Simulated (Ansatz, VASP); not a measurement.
# WS2: VASP beside Ansatz

```
CELL_PARAMETERS angstrom
3.11853 0.00000 0.00000
-1.55926 2.70072 0.00000
0.00000 0.00000 16.60455
ATOMIC_POSITIONS crystal
W 0.00000 0.00000 0.00000
S 0.33333 0.66667 0.09200
S 0.33333 0.66667 0.90800
```

Change from the starting cell: volume scaled by 0.94.

Alike in both runs: task single point; functional LDA; k mesh 10 × 10 × 2; occupations fermi-dirac, width 0.05 eV; no spin polarisation.

|  | VASP | Ansatz |
| --- | --- | --- |
| version | VASP 6.6.1 | Ansatz 0.2.0 |
| potentials or method | VASP PAW LDA potentials, release 64 (W_sv, S), cutoff 520 eV | all-electron LAPW, scalar-relativistic |

|  | VASP | Ansatz | Ansatz less VASP |
| --- | --- | --- | --- |
| gap on the k mesh at the Fermi level (eV) | 2.18 | 2.16 | -0.013 |
| least direct gap on the mesh (eV) | 2.33 | 2.32 | -0.011 |
| rms of the force components (eV/Å) | 0.391 | 0.365 | -0.0251 |

Atom by atom the forces differ by 0.025 eV/Å (rms over components). Ansatz ran all-electron here, so the differences hold the error of VASP's frozen core and of both bases.

Caveats: spin-orbit coupling is left out, which moves the levels of the heavy elements.
